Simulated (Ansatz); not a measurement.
Ionic part of the dielectric constant of CdS, mode by mode

All numbers below come from DFT PBE, scalar-relativistic, plane waves, PAW (Ansatz 0.2.0). Cutoff 420 eV, 8×8×8 k-points (Γ-centred), fixed occupations. No spin polarisation. Phonons by linear response, acoustic sum rule imposed.

Space group F-43m (No. 216), cubic, a = 5.927 Å. Cd is surrounded by 4 S at 2.57 Å; S is surrounded by 4 Cd at 2.57 Å.

It was relaxed at this level from a cell as deposited in COD. The run warned that its linear response isn't converged on this k mesh, so dielectric tensors, Born charges and infrared intensities are rough, and the frequencies may be too.

The primitive cell has V = 52.04 Å³ and ε∞,yy = 6.243. Each polar mode adds Δε = (4.92064×10⁷/V)·S/ν² along y, with S its oscillator strength in e²/amu, ν in cm⁻¹ and V in Å³.

**Question.** From these modes, find each Δε and ε0,yy.
```tsv
ν (cm⁻¹)	S_yy (e²/amu)
215.97	0.1996
```

**Answer.**
```csv
ν (cm⁻¹),Δε
215.97,4.05
```

The sum is 4.05, so ε0,yy = 10.29; the run's tensor has 10.29.

**Question.** Where do the longitudinal modes lie for a wave vector along y?

**Answer.** At 277.24 cm⁻¹. The Lyddane–Sachs–Teller product Π(ν_LO/ν_TO)² = 1.65 agrees with ε0/ε∞ = 1.65.
